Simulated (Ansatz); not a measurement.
# TiC: the cost of one run

Computed with Ansatz 0.2.0 (DFT PBEsol, scalar-relativistic, plane waves, PAW, unless a step's input says otherwise).

4 further runs of the same task are left out: 1 that didn't finish, 3 set aside as unsound or not needed.

### 1 The structure to begin with

Symmetry: Fm-3m, No. 225, cubic system. Conventional cell: a = 4.294 Å, b = 4.294 Å, c = 4.294 Å, α = 90.00°, β = 90.00°, γ = 90.00°. Around Ti (site symmetry m-3m) lie 6 C at 2.15 Å. C (site symmetry m-3m) has 6 Ti at 2.15 Å as nearest neighbours.

As a file:

```
CELL_PARAMETERS angstrom
0.00000 2.14680 2.14680
2.14680 0.00000 2.14680
2.14680 2.14680 0.00000
ATOMIC_POSITIONS crystal
Ti 0.00000 0.00000 0.00000
C 0.50000 0.50000 0.50000
```

It is the result of an earlier relaxation at this level (volume 9.89 Å³/atom; gap on the mesh: none (metal)).

### 2 The cell under 7 GPa

What is minimised here is the enthalpy; the energy can go up as the cell is squeezed.

Contents of input.yaml:

```yaml
crystal:
  lattice:
    - [0.0, 2.1468003956, 2.1468003956]
    - [2.1468003956, 0.0, 2.1468003956]
    - [2.1468003956, 2.1468003956, 0.0]
  atoms:
    - { symbol: Ti, position: [0.0, 0.0, 0.0] }
    - { symbol: C, position: [0.5, 0.5, 0.5] }
basis:
  ecutwfc: 420
kpoints:
  mp_grid: { grid: [16, 16, 16] }
hamiltonian:
  xc: pbesol
scf:
  occupations: { method: fermi_dirac, width: 0.15 }
output:
  forces: true
  stress: true
  eigenvalues: true
relax:
  adjacent_minimum: "off"
  f_tol: 0.001
  max_steps: 60
  cell: { stress_tol: 0.02, p_target: 7.0 }
```

Command:

```console
> ansatz run input.yaml --threads 1 --pin off --max-ram 3072MiB --backend cpu --events-out ev --progress --plain --runs-dir out
```

**Question.** How long does this run take on 1 thread of Intel Xeon Platinum 8488C (Sapphire Rapids), shared host, and how much memory does it need?

About 12 s, with a peak of 0.41 GiB.
